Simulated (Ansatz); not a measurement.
Br:

```
Br
1.0
     3.36325   -2.32255    0.00000
     3.36325    2.32255    0.00000
     0.00000    0.00000    8.70230
Br
4
Cartesian
  3.3632 0.6266 3.3948
  3.3632 1.6959 7.7459
  3.3632 -0.6266 5.3075
  3.3632 -1.6959 0.9564
```

Base run:

- Program: Ansatz 0.2.0
- Functional: PBEsol
- Potentials or basis: Ansatz PAW
- Cutoff: 420 eV
- Density cutoff: 1680 eV
- k mesh: 7 × 7 × 3
- Occupations: fermi-dirac, width 0.05 eV
- Spin: no spin polarisation

Its results: band gap on the k mesh 1.84 eV, indirect (least direct gap 1.86 eV); pressure 0.1 GPa; largest force 0.722 eV/Å.

The run is repeated on the same cell with these changes: functional from PBEsol to RPBE. What comes out?

Band gap on the k mesh 1.98 eV, indirect (least direct gap 2.00 eV); pressure 3.5 GPa; largest force 0.851 eV/Å.

RPBE binds less tightly than PBEsol, so the same cell stands under more pressure.

Caveats: the PAW data sets come from PBE, with cores solved anew for the run's functional, which leaves a small shift of forces and pressure; the potentials were made for another functional, which shifts forces and pressure (some runs).

A k mesh can miss the band edges.

Not every run made on this cell is shown here.
